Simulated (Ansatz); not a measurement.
Pb:

```
Pb
1.0
     0.00000    2.47502    2.47502
     2.47502    0.00000    2.47502
     2.47502    2.47502    0.00000
Pb
1
Direct
  0.00000 0.00000 0.00000
```

- Program: Ansatz 0.2.0
- Task: relaxation of cell and atoms
- Functional: RPBE
- Potentials or basis: Ansatz PAW
- Cutoff: 420 eV (not typed: the program's choice for these potentials)
- k mesh: 9 × 9 × 9
- Occupations: fermi-dirac, width 0.05 eV
- Spin: no spin polarisation

At the start: volume 30.32 Å³/atom.

Question: How do energy, volume and symmetry change on relaxing?

Answer: It ends after 4 steps and the volume is 33.12 Å³/atom (+9.2 %); space group Fm-3m (No. 225, to 0.05 Å).

Step by step:
| step | energy change (eV) | largest force (eV/Å) | volume (Å³) |
| --- | --- | --- | --- |
| 1 | 0.0000 | 0.0000 | 30.32 |
| 2 | -0.0307 | 0.0000 | 33.08 |
| 3 | -0.0307 | 0.0000 | 33.12 |
| 4 | -0.0311 | 0.0000 | 33.12 |

Final structure:
```
Pb
1.0
     0.00000    2.54894    2.54894
     2.54894    0.00000    2.54894
     2.54894    2.54894    0.00000
Pb
1
Direct
  0.00000 0.00000 0.00000
```

The cell as given is a measured one (30.32 Å³/atom); RPBE puts the equilibrium volume +9.2 % from it, thermal expansion not counted.

Caveat: the plane-wave basis is chosen anew once the cell has moved, so the energies of steps on either side of that aren't comparable; the PAW data sets come from PBE, with cores solved anew for the run's functional, which leaves a small shift of forces and pressure.
